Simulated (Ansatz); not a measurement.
**Si in Ansatz: convergence with xc grid**

Input of the first run (xc grid 1); the others differ in this setting and in those tied to it:

The input input.yaml:

```yaml
crystal:
  lattice:
    - [0.0, 2.7218511865, 2.7218511865]
    - [2.7218511865, 0.0, 2.7218511865]
    - [2.7218511865, 2.7218511865, 0.0]
  atoms:
    - { symbol: Si, position: [0.509307, 0.489359, 0.503172] }
    - { symbol: Si, position: [0.743873, 0.75191, 0.743863] }
kpoints:
  mp_grid: { grid: [5, 5, 5] }
scf:
  occupations: { method: fermi_dirac, width: 0.05 }
hamiltonian:
  xc: lda
  pseudopotentials: { kind: all_electron, lapw: { basis_error: 0.001 } }
output:
  forces: true
  stress: true
  eigenvalues: true
basis:
  xc_grid: 1
```

Potentials or basis: all-electron LAPW, scalar-relativistic.

Launch:

```sh
$ ansatz run input.yaml --threads 1 --pin off --max-ram 3072MiB --backend cpu --events-out ev --progress --plain --runs-dir out
```

The cell isn't the ideal one: atoms moved at random, drawn with an rms of 0.05 Å.

Hardware: 1 thread of Intel(R) Xeon(R) Processor @ 2.50GHz (Skylake/Cascade Lake), on a shared host.

```tsv
xc grid	energy less the tightest run, at zero smearing (meV/atom)	SCF cycles	CPU time (s)	peak memory (GiB)
1	0.00	6	10	0.28
2	0.00	6	12	0.28
3	0.00	6	12	0.28
4	0.00	6	12	0.28
```

Against the tightest run, the energy stays within 1 meV/atom from 1 on. The tightest run that finished is the yardstick and may itself not be fully converged.

Caveat, for the tightest run too: an odd mesh through Γ misses points on the zone boundary, where band edges often lie.
